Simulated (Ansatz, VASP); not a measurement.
# One calculation of Ir, two programs

INCAR

```
SYSTEM = Ir
PREC     = Accurate       ! precision mode
ENCUT    = 520            ! plane-wave cutoff, eV
EDIFF    = 1E-6           ! SCF threshold, eV
ISMEAR   = -1             ! smearing method
SIGMA    = 0.05           ! smearing width, eV
LREAL    = .FALSE.        ! projectors in reciprocal space
LASPH    = .TRUE.         ! aspherical terms in the spheres
NELM     = 80             ! most SCF steps
ALGO     = Normal         ! electronic algorithm
ISIF     = 2              ! what is computed and relaxed
LWAVE    = .FALSE.        ! write WAVECAR
LCHARG   = .FALSE.        ! write CHGCAR
NBANDS   = 10             ! bands
```

File KPOINTS:

```
Automatic mesh
0
G
  12 12 12
  0 0 0
```

Contents of POSCAR:

```
Ir
1.0
    0.0000000000      1.9408081540      1.9408081540
    1.9408081540      0.0000000000      1.9408081540
    1.9408081540      1.9408081540      0.0000000000
Ir
1
Direct
    0.0000000000      0.0000000000      0.0000000000
```

The input input.yaml:

```yaml
crystal:
  lattice:
    - [0.0, 1.940808154, 1.940808154]
    - [1.940808154, 0.0, 1.940808154]
    - [1.940808154, 1.940808154, 0.0]
  atoms:
    - { symbol: Ir, position: [0.0, 0.0, 0.0] }
hamiltonian:
  xc: lda
  pseudopotentials: { kind: paw }
kpoints:
  mp_grid: { grid: [12, 12, 12] }
scf:
  occupations: { method: fermi_dirac, width: 0.05 }
output:
  forces: true
  stress: true
  eigenvalues: true
  write_density: true
  write_potential: true
  elf: true
  volumetric_format: npy
```

Alike in both runs: task single point; functional LDA; k mesh 12 × 12 × 12; occupations fermi-dirac, width 0.05 eV; no spin polarisation.

|  | VASP | Ansatz |
| --- | --- | --- |
| version | VASP 6.6.1 | Ansatz 0.2.0 |
| potentials or method | VASP PAW LDA potentials, release 64 (Ir) | Ansatz PAW |
| plane-wave cutoff (eV) | 520 | 420 |
| valence electrons in the cell | 9 | 17 |

```csv
,VASP,Ansatz,Ansatz less VASP
gap on the k mesh at the Fermi level (eV),none,none,-
pressure (GPa),-17.8,-19.8,-2.03
```

A gap of «none» marks a metal or a gap that the smearing closes. The two sets of potentials don't hold the same shells in valence.

Caveats: so large a pressure means that the cell lies far from this level's equilibrium, or that cutoff or potentials fall short (VASP); the PAW data sets come from PBE, with cores solved anew for the run's functional, which leaves a small shift of forces and pressure (Ansatz). The runs have no spin-orbit coupling, so splittings on Ir are missing.
